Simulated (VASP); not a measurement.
Write the native input for VASP 6.6.1 that does the following.

```yaml
Task: relaxation of cell and atoms
Functional: PBE
Potentials_or_basis: VASP PAW PBE potentials, release 64 (Te)
Cutoff: 600 eV
k_mesh: 9 × 9 × 9
Occupations: fermi-dirac, width 0.05 eV
Spin: no spin polarisation
Further_INCAR_settings: ALGO = Normal; EDIFF = 1e-06; IBRION = 2; EDIFFG = -0.01; NSW = 40; ISIF = 3
```

The structure of Te lies in POSCAR:

```
Te
1.0
    2.3059043427      1.3313144930      1.6909537039
   -2.3059043427      1.3313144930      1.6909537039
    0.0000000000     -2.6626289860      1.6909537039
Te
1
Direct
    0.5000000000      0.5000000000      0.5000000000
```

This isn't the form of Te at room conditions, which is trigonal, of chains.

The input as run:

INCAR

```
ALGO = Normal ; EDIFF = 1E-6
EDIFFG = -0.01 ; ENCUT = 600
GGA = PE ; IBRION = 2
ISIF = 3 ; ISMEAR = -1
LASPH = True ; LCHARG = False
LREAL = False ; LWAVE = False
NELM = 80 ; NSW = 40
PREC = Accurate ; SIGMA = 0.05
```

KPOINTS

```
k-points
0
Gamma
  9 9 9
```

Potentials or basis: VASP PAW PBE potentials, release 64 (Te).

The run is started by

```sh
$ cat potpaw_PBE.64/Te/POTCAR > POTCAR
$ mpirun -np 1 vasp_std > vasp.out
```

It gave:

| Property | Result |
| --- | --- |
| Relaxed volume | 32.84 Å³/atom |
| Relaxed cell | a = 3.204 Å, b = 3.204 Å, c = 3.204 Å, α = 91.55°, β = 91.55°, γ = 91.55° |
| Space group after relaxing (to 0.05 Å) | R-3m (No. 166) |
| Energy gained by relaxing | 15.0 meV/atom |
| Ionic steps | 9 |
| Pressure after relaxing | 0.0 GPa |
| Band gap on the k mesh | none (metal or under the smearing width) |

Run time: 87 s on 1 thread of Intel(R) Xeon(R) Platinum 8375C CPU @ 2.90GHz (Ice Lake), with other jobs on the host, peak memory 0.18 GiB.
